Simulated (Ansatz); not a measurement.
# ¹¹³In nuclear quadrupole resonance in CdIn₂O₄

Cell: an entry of the Crystallography Open Database (COD), its atoms then relaxed with PBE in this cell.

Space group Fd-3m:1 (No. 227); a = 9.1660 Å.

```
site  Wyckoff  site symmetry       x       y       z
  Cd       8a           -43m  0.5000  0.5000  0.0000
  In      16d           .-3m  0.1250  0.1250  0.6250
   O      32e            .3m  0.3625  0.3625  0.8625
```

One atom of each set is listed; the run and its k-mesh use a cell of 14 atoms with edges of 6.48, 6.48, 6.48 Å.

The numbers come from a DFT calculation in Ansatz (PBE, plane waves and PAW, with spin–orbit coupling, 420 eV cutoff, Γ-centred 4×4×4 k-points, Fermi–Dirac smearing 0.02 eV).

¹¹³In: I = 9/2, Q = 761.0 mb (year-2017 value). Static lattice, zero field.

(1) Predict the zero-field ¹¹³In lines of each site.

(2) And for In-115 (I = 9/2, Q = 772.0 mb) on In?

## Answers

(1) For I = 9/2 and η = 0 the lines are |C_Q|/24 times 1, 2, 3 and 4; η shifts the lowest up most.

```csv
site,atoms,V_zz (10²¹ V/m²),C_Q (MHz),η,line frequencies (MHz)
In,4,-4.80,-88.3,0.00,"3.68, 7.36, 11.0, 14.7"
```

(2) C_Q scales with Q to -89.6 MHz, with lines at 3.73, 7.46, 11.2, 14.9 MHz.

An axis of threefold or higher order runs through In, so V_zz lies along it and η is zero.

At this cell the PBE pressure is 7 GPa, so with PBE the cell would grow if it were relaxed.
